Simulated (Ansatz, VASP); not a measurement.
One calculation of LiF, two programs

File INCAR:

```
SYSTEM = LiF
PREC     = Accurate       ! precision mode
ENCUT    = 520            ! plane-wave cutoff, eV
EDIFF    = 1E-6           ! SCF threshold, eV
ISMEAR   = 0              ! smearing method
SIGMA    = 0.05           ! smearing width, eV
LREAL    = .False.        ! projectors in reciprocal space
LASPH    = .True.         ! aspherical terms in the spheres
NELM     = 60             ! most SCF steps
ALGO     = Normal         ! electronic algorithm
ISIF     = 2              ! what is computed and relaxed
LWAVE    = .False.        ! write WAVECAR
LCHARG   = .True.         ! write CHGCAR
GGA      = PE             ! functional
LELF     = .True.         ! ELF
LVHAR    = .True.       
NBANDS   = 12             ! bands
```

The input KPOINTS:

```
regular mesh
0
Gamma
  10 10 10
  0 0 0
```

Contents of POSCAR:

```
LiF
1.0
    0.0000000000      2.1147000000      2.0140000000
    2.1147000000      0.0000000000      2.0140000000
    2.1147000000      2.1147000000      0.0000000000
Li F
1 1
Direct
    0.0000000000      0.0000000000      0.0000000000
    0.5000000000      0.5000000000      0.5000000000
```

Input for Ansatz:

```yaml
crystal:
  lattice:
    - [0.0, 2.1147, 2.014]
    - [2.1147, 0.0, 2.014]
    - [2.1147, 2.1147, 0.0]
  atoms:
    - { symbol: Li, position: [0.0, 0.0, 0.0] }
    - { symbol: F, position: [0.5, 0.5, 0.5] }
basis:
  ecutwfc: 420
kpoints:
  mp_grid: { grid: [10, 10, 10] }
hamiltonian:
  xc: pbe
scf:
  occupations: { method: gaussian, width: 0.05 }
output:
  forces: true
  stress: true
  eigenvalues: true
```

Change from the starting cell: strain +0.050 along x and y, +0.000 along z, atoms carried along.

Alike in both runs: task single point; functional PBE; k mesh 10 × 10 × 10; occupations gaussian, width 0.05 eV; no spin polarisation.

|  | VASP | Ansatz |
| --- | --- | --- |
| version | VASP 6.6.1 | Ansatz 0.2.0 |
| potentials or method | VASP PAW PBE potentials, release 64 (Li_sv, F) | scalar-relativistic, plane waves, PAW |
| plane-wave cutoff (eV) | 520 | 420 |
| valence electrons in the cell | 10 | 10 |

```tsv
	VASP	Ansatz	Ansatz less VASP
gap on the k mesh at the Fermi level (eV)	8.23	8.23	+0.002
least direct gap on the mesh (eV)	8.23	8.23	+0.002
```

The functional is the same, so the differences come from potentials, cutoffs and numerics.

 A k mesh can miss the band edges.
